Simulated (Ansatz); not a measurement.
**Which functional gave which column?**

HgS in space group F-43m was relaxed by PAW and its elastic moduli (Hill averages, relaxed ions; θ_D from sound speeds over directions) computed by PAW on Ansatz 0.2.0's default frozen-core files (fitted under PBE), scalar-relativistic, once under each of LDA, PBEsol, r²SCAN.

```
        quantity            A            B            C
volume (Å³/atom)        26.04        25.37        24.54
            cell  a = 5.928 Å  a = 5.876 Å  a = 5.812 Å
               B     58.5 GPa     60.2 GPa     67.4 GPa
               G     14.5 GPa     15.9 GPa     16.2 GPa
             C11     68.5 GPa     71.2 GPa     78.6 GPa
             C44     22.6 GPa     24.5 GPa     25.1 GPa
               ν        0.385        0.379        0.389
             θ_D        156 K        163 K        164 K
```

Task: Which column belongs to which functional?

Result: A is r²SCAN, B is PBEsol, C is LDA. The volumes rise from LDA over PBEsol to r²SCAN here. LDA's overbinding makes it the smallest as a rule; the order of the other two is common but has exceptions.

Settings: (A) k mesh 12×12×12, strains of ±0.005, Fermi-Dirac smearing of 0.050 eV, cutoff 500 eV. (B) k mesh 14×14×14, strains of ±0.005, Fermi-Dirac smearing of 0.080 eV, cutoff 420 eV. (C) k mesh 14×14×14, strains of ±0.003, Fermi-Dirac smearing of 0.050 eV, cutoff 420 eV.

Known limits: frozen-core PAW files fitted under PBE, their cores solved anew for the functional of the run; the gap is closed or tiny at this level, so small that the run used smearing; responses move with mesh and smearing (r²SCAN, LDA); no spin-orbit coupling on heavy atoms; this zinc-blende form is metastable at ambient conditions; the softest shear constant rests on one k mesh, and a soft shear can herald a distortion on cooling; responses of metals move with mesh and smearing (PBEsol).
